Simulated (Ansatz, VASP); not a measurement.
**One calculation of BP, two programs**

Contents of INCAR:

```
SYSTEM = BP
ALGO     = Normal         ! electronic algorithm
EDIFF    = 1E-6           ! SCF threshold, eV
ENCUT    = 520            ! plane-wave cutoff, eV
GGA      = PE             ! functional
ISIF     = 2              ! what is computed and relaxed
ISMEAR   = 0              ! smearing method
LASPH    = .True.         ! aspherical terms in the spheres
LCHARG   = .False.        ! write CHGCAR
LREAL    = .False.        ! projectors in reciprocal space
LWAVE    = .False.        ! write WAVECAR
NBANDS   = 11             ! bands
NELM     = 60             ! most SCF steps
PREC     = Accurate       ! precision mode
SIGMA    = 0.05           ! smearing width, eV
```

Contents of KPOINTS:

```
k-points
0
Gamma
  10 10 10
  0 0 0
```

POSCAR

```
BP
1.0
    0.0000000000      2.3082641451      2.3423764231
    2.3082641451      0.0000000000      2.3423764231
    2.3082641451      2.3082641451      0.0000000000
B P
1 1
Direct
    0.0000000000      0.0000000000      0.0000000000
    0.7500000000      0.7500000000      0.7500000000
```

Input for Ansatz:

```yaml
crystal:
  lattice:
    - [0.0, 2.3082641451, 2.3423764231]
    - [2.3082641451, 0.0, 2.3423764231]
    - [2.3082641451, 2.3082641451, 0.0]
  atoms:
    - { symbol: B, position: [0.0, 0.0, 0.0] }
    - { symbol: P, position: [0.75, 0.75, 0.75] }
basis:
  ecutwfc: 420
kpoints:
  mp_grid: { grid: [10, 10, 10] }
hamiltonian:
  xc: pbe
scf:
  occupations: { method: gaussian, width: 0.05 }
output:
  forces: true
  stress: true
  eigenvalues: true
```

Change from the starting cell: strain +0.015 along x and y, +0.030 along z, atoms carried along.

Alike in both runs: task single point; functional PBE; k mesh 10 × 10 × 10; occupations gaussian, width 0.05 eV; no spin polarisation.

|  | VASP | Ansatz |
| --- | --- | --- |
| version | VASP 6.6.1 | Ansatz 0.2.0 |
| potentials or method | VASP PAW PBE potentials, release 64 (B, P) | scalar-relativistic, plane waves, PAW |
| plane-wave cutoff (eV) | 520 | 420 |
| valence electrons in the cell | 8 | 8 |

VASP gave:

| Quantity | Value |
| --- | --- |
| gap on the k mesh at the Fermi level (eV) | 1.22 |
| least direct gap on the mesh (eV) | 3.24 |
| pressure (GPa) | -8.8 |
| largest component of the traceless stress (GPa) | 2.52 |

Estimate Ansatz's values.

gap on the k mesh at the Fermi level (eV): 1.22; least direct gap on the mesh (eV): 3.24; pressure (GPa): -8.6; largest component of the traceless stress (GPa): 2.52.

A k mesh can miss the band edges.
